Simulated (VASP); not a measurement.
# Input and output of a VASP PBE single-point calculation on TePb (strained zincblende)

INCAR

```
LASPH = .TRUE.
LCHARG = .FALSE.
SIGMA = 0.02
ENCUT = 520
ISIF = 2
EDIFF = 1E-7
NSW = 0
LREAL = .FALSE.
NBANDS = 17
IBRION = -1
LWAVE = .FALSE.
GGA = PE
PREC = Accurate
ISMEAR = -1
NELM = 120
```

KPOINTS

```
KPOINTS created by Atomic Simulation Environment
0
Gamma
6 6 6
0 0 0
```

KPOINTS_OPT

```
special points
6
Reciprocal
0.0000000000 0.0000000000 0.0000000000 1
-0.5000000000 -0.5000000000 0.0000000000 1
-0.3750000000 -0.3750000000 0.2500000000 1
-0.3750000000 0.0000000000 0.3750000000 1
0.0000000000 0.0000000000 0.5000000000 1
-0.5000000000 -0.2500000000 0.2500000000 1
```

POSCAR

```
Pb Te
 1.0000000000000000
     0.0000000000000000    3.6414940692000002    3.8516082770000000
     3.6414940692000002    0.0000000000000000    3.8516082770000000
     3.6414940692000002    3.6414940692000002    0.0000000000000000
 Pb  Te
   1   1
Cartesian
  0.0000000000000000  0.0000000000000000  0.0000000000000000
  1.8207470346000001  1.8207470346000001  1.9258041385000000
```

VASP ran with the recommended PBE PAW datasets (20 valence electrons in the cell).

Command

```
mpirun -np 1 vasp_std
```

OSZICAR

```
N       E                     dE             d eps       ncg     rms          rms(c)
DAV:   1     0.154066492986E+03    0.15407E+03   -0.87078E+03  1020   0.103E+03
DAV:   2     0.477442694908E+01   -0.14929E+03   -0.14491E+03  1081   0.271E+02
DAV:   3    -0.702153089065E+01   -0.11796E+02   -0.11754E+02  1334   0.853E+01
DAV:   4    -0.736830168173E+01   -0.34677E+00   -0.34663E+00  1239   0.190E+01
DAV:   5    -0.738215924511E+01   -0.13858E-01   -0.13857E-01  1428   0.313E+00    0.302E+00
DAV:   6    -0.713244960080E+01    0.24971E+00   -0.64402E-01  1432   0.411E+00    0.183E+00
DAV:   7    -0.712846639042E+01    0.39832E-02   -0.12555E-01  1091   0.136E+00    0.963E-01
DAV:   8    -0.713326868065E+01   -0.48023E-02   -0.15303E-02  1112   0.107E+00    0.179E-01
DAV:   9    -0.713345235110E+01   -0.18367E-03   -0.43278E-03  1171   0.448E-01    0.616E-02
DAV:  10    -0.713384643831E+01   -0.39409E-03   -0.77191E-04  1069   0.141E-01    0.425E-02
DAV:  11    -0.713399864997E+01   -0.15221E-03   -0.21385E-04  1092   0.649E-02    0.194E-02
DAV:  12    -0.713400555807E+01   -0.69081E-05   -0.10720E-05  1400   0.303E-02    0.109E-02
DAV:  13    -0.713400817843E+01   -0.26204E-05   -0.40463E-06  1058   0.891E-03    0.481E-03
DAV:  14    -0.713400835022E+01   -0.17179E-06   -0.18519E-07  1230   0.343E-03    0.201E-03
DAV:  15    -0.713400855428E+01   -0.20406E-06   -0.18453E-07   954   0.314E-03    0.107E-03
DAV:  16    -0.713400860901E+01   -0.54728E-07   -0.10247E-08   881   0.820E-04
   1 F= -.71340086E+01 E0= -.71340086E+01  d E =-.524512E-09
       N       E                     dE             ncg
DAV:   1     0.116910064412E+04   -0.30762E+04      204
DAV:   2     0.299157963495E+03   -0.86994E+03      213
DAV:   3     0.232444097539E+03   -0.66714E+02      263
DAV:   4     0.230387838209E+03   -0.20563E+01      248
DAV:   5     0.230307154591E+03   -0.80684E-01      285
DAV:   6     0.230303055660E+03   -0.40989E-02      270
DAV:   7     0.230303026265E+03   -0.29395E-04      309
DAV:   8     0.230303025619E+03   -0.64595E-06      269
DAV:   9     0.230303025614E+03   -0.46427E-08      182
```

From OUTCAR

```
k-points           NKPTS =     30   k-points in BZ     NKDIM =     30   number of bands    NBANDS=     17

   NELECT =      20.0000    total number of electrons

   dimension x,y,z NGX =    40 NGY =   40 NGZ =   40
   dimension x,y,z NGXF=    80 NGYF=   80 NGZF=   80

  energy-cutoff  :      520.00
  volume of cell :      102.15
      direct lattice vectors                 reciprocal lattice vectors
     0.000000000  3.641494069  3.851608277    -0.137306279  0.137306279  0.129815901
     3.641494069  0.000000000  3.851608277     0.137306279 -0.137306279  0.129815901
     3.641494069  3.641494069  0.000000000     0.137306279  0.137306279 -0.129815901

 k-points in reciprocal lattice and weights: KPOINTS created by Atomic Simulation Env
   0.00000000  0.00000000  0.00000000       0.005
   0.16666667 -0.00000000  0.00000000       0.037
   0.33333333 -0.00000000  0.00000000       0.037
   0.50000000  0.00000000  0.00000000       0.019
   0.16666667  0.16666667  0.00000000       0.009
   0.33333333  0.16666667  0.00000000       0.037
   0.50000000  0.16666667  0.00000000       0.037
  -0.33333333  0.16666667  0.00000000       0.037
   ...

 E-fermi :   2.6124

 k-point     1 :       0.0000    0.0000    0.0000
  band No.  band energies     occupation
      1     -14.6201      2.00000
      2     -14.6088      2.00000
      3     -14.6088      2.00000
      4     -14.6023      2.00000
      5     -14.5897      2.00000
      6      -8.7559      2.00000
      7      -4.0705      2.00000
      8       0.8513      2.00000
      9       1.0689      2.00000
     10       1.0689      2.00000
     11       3.8391      0.00000
     12       3.8391      0.00000
     13       4.0036      0.00000
     14       6.4592      0.00000
     15       9.0410      0.00000
     16       9.6733      0.00000
     17       9.8728      0.00000

 k-point     2 :       0.1667   -0.0000    0.0000
  band No.  band energies     occupation
      1     -14.6199      2.00000
      2     -14.6097      2.00000
      3     -14.6080      2.00000
      4     -14.6023      2.00000
      5     -14.5895      2.00000
      6      -8.6287      2.00000
      7      -4.4094      2.00000
      8       0.7350      2.00000
      9       0.9269      2.00000
     10       0.9436      2.00000
     11       3.9722      0.00000
     12       4.0957      0.00000
     13       4.2731      0.00000
     14       7.2864      0.00000
     15       8.6406      0.00000
     16       9.0309      0.00000
     17       9.8472      0.00000

 k-point     3 :       0.3333   -0.0000    0.0000
  band No.  band energies     occupation
      1     -14.6203      2.00000
      2     -14.6106      2.00000
      3     -14.6069      2.00000
      4     -14.6018      2.00000
      5     -14.5890      2.00000
      6      -8.3206      2.00000
      7      -5.0875      2.00000
      8       0.4905      2.00000
      9       0.6555      2.00000
     10       0.6962      2.00000
     11       4.4935      0.00000
     12       4.5141      0.00000
     13       5.0319      0.00000
     14       8.0438      0.00000
     15       8.9212      0.00000
     16       8.9858      0.00000
     17       9.9248      0.00000

 k-point     4 :       0.5000    0.0000    0.0000
  band No.  band energies     occupation
      1     -14.6210      2.00000
      2     -14.6107      2.00000
      3     -14.6067      2.00000
      4     -14.6012      2.00000
      5     -14.5886      2.00000
      6      -8.1224      2.00000
      7      -5.4511      2.00000
      8       0.3810      2.00000
      9       0.5082      2.00000
     10       0.5985      2.00000
     11       4.6423      0.00000
     12       4.6723      0.00000
     13       5.8223      0.00000
     14       8.1765      0.00000
     15       9.0257      0.00000
     16       9.5646      0.00000
     17       9.7236      0.00000

 k-point     5 :       0.1667    0.1667    0.0000
  band No.  band energies     occupation
      1     -14.6231      2.00000
      2     -14.6070      2.00000
      3     -14.6070      2.00000
      4     -14.6019      2.00000
      5     -14.5900      2.00000
      6      -8.5902      2.00000
      7      -4.5310      2.00000
      8       0.7022      2.00000
      9       0.7022      2.00000
     10       1.2488      2.00000
     11       3.5754      0.00000
     12       4.4817      0.00000
     13       4.4817      0.00000
     14       7.4861      0.00000
     15       7.7399      0.00000
     16       9.8813      0.00000
     17      10.9784      0.00000

 k-point     6 :       0.3333    0.1667    0.0000
  band No.  band energies     occupation
      1     -14.6247      2.00000
      2     -14.6067      2.00000
      3     -14.6057      2.00000
      4     -14.6014      2.00000
      5     -14.5900      2.00000
      6      -8.3356      2.00000
      7      -5.0829      2.00000
      8       0.2305      2.00000
      9       0.4635      2.00000
     10       1.4543      2.00000
     11       3.7813      0.00000
     12       4.9864      0.00000
     13       5.0251      0.00000
     14       7.6791      0.00000
     15       8.5527      0.00000
     16       9.7611      0.00000
     17      10.6177      0.00000

 k-point     7 :       0.5000    0.1667    0.0000
  band No.  band energies     occupation
      1     -14.6241      2.00000
      2     -14.6081      2.00000
      3     -14.6054      2.00000
      4     -14.6011      2.00000
      5     -14.5893      2.00000
      6      -8.0634      2.00000
      7      -5.5513      2.00000
      8      -0.2229      2.00000
      9       0.4179      2.00000
     10       1.4382      2.00000
     11       4.3697      0.00000
     12       5.0929      0.00000
     13       5.5665      0.00000
     14       8.2722      0.00000
     15       8.7635      0.00000
     16       9.7276      0.00000
     17       9.7717      0.00000

 k-point     8 :      -0.3333    0.1667    0.0000
  band No.  band energies     occupation
      1     -14.6213      2.00000
      2     -14.6102      2.00000
      3     -14.6058      2.00000
      4     -14.6020      2.00000
      5     -14.5888      2.00000
      6      -8.1290      2.00000
      7      -5.4202      2.00000
      8      -0.2868      2.00000
      9       0.5902      2.00000
     10       1.3801      2.00000
     11       4.4520      0.00000
     12       4.7740      0.00000
     13       5.3574      0.00000
     14       8.5555      0.00000
     15       8.7099      0.00000
     16       9.3031      0.00000
     17      10.1755      0.00000

 k-point     9 :      -0.1667    0.1667    0.0000
  band No.  band energies     occupation
      1     -14.6182      2.00000
      2     -14.6120      2.00000
      3     -14.6071      2.00000
      4     -14.6027      2.00000
      5     -14.5890      2.00000
      6      -8.4312      2.00000
      7      -4.8415      2.00000
      8       0.0971      2.00000
      9       0.8540      2.00000
     10       1.2325      2.00000
     11       3.9319      0.00000
     12       4.2760      0.00000
     13       5.0158      0.00000
     14       8.1969      0.00000
     15       8.4412      0.00000
     16       8.9936      0.00000
     17      10.3237      0.00000

 k-point    10 :       0.3333    0.3333    0.0000
  band No.  band energies     occupation
      1     -14.6288      2.00000
      2     -14.6036      2.00000
      3     -14.6036      2.00000
      4     -14.6011      2.00000
      5     -14.5908      2.00000
      6      -8.1602      2.00000
      7      -5.4286      2.00000
      8       0.1890      2.00000
      9       0.1890      2.00000
     10       1.7616      2.00000
     11       3.1915      0.00000
     12       5.7096      0.00000
     13       5.7096      0.00000
     14       7.2523      0.00000
     15       9.3138      0.00000
     16      10.4668      0.00000
     17      11.8839      0.00000

 k-point    11 :       0.5000    0.3333    0.0000
  band No.  band energies     occupation
      1     -14.6292      2.00000
      2     -14.6038      2.00000
      3     -14.6030      2.00000
      4     -14.6009      2.00000
      5     -14.5906      2.00000
      6      -7.9232      2.00000
      7      -5.7981      2.00000
      8      -0.2367      2.00000
      9       0.1170      2.00000
     10       1.9602      2.00000
     11       3.5564      0.00000
     12       5.8523      0.00000
     13       5.9597      0.00000
     14       7.7580      0.00000
     15       9.1376      0.00000
     16      10.2220      0.00000
     17      11.3340      0.00000

 ...

  Total       -0.4816530     -0.4816530     -0.6845174      0.0000000      0.0000000      0.0000000
  in kB       -7.5546358     -7.5546358    -10.7365253      0.0000000      0.0000000      0.0000000
  external PRESSURE =      -8.6152656 kB  Pullay stress =       0.0000000 kB

 POSITION                                       TOTAL-FORCE (eV/Angst)
 -----------------------------------------------------------------------------------
      0.00000      0.00000      0.00000        -0.000000     -0.000000      0.000000
      1.82075      1.82075      1.92580         0.000000      0.000000     -0.000000
 -----------------------------------------------------------------------------------
    total drift:                                0.000000      0.000000      0.000000

  FREE ENERGIE OF THE ION-ELECTRON SYSTEM (eV)
  ---------------------------------------------------
  free  energy   TOTEN  =        -7.1340086090 eV

  energy  without entropy=       -7.1340086085  energy(sigma->0) =       -7.13400861
```

* gap between bands v and c: 0.61 eV
* least direct gap: 1.22 eV
* pressure: -0.9 GPa

Band v is the last that the valence electrons fill when counted band by band, and c is the next.

The run took about 2 min on one core of a shared host (Intel Xeon Platinum 8488C) and held 0.27 GiB at most.
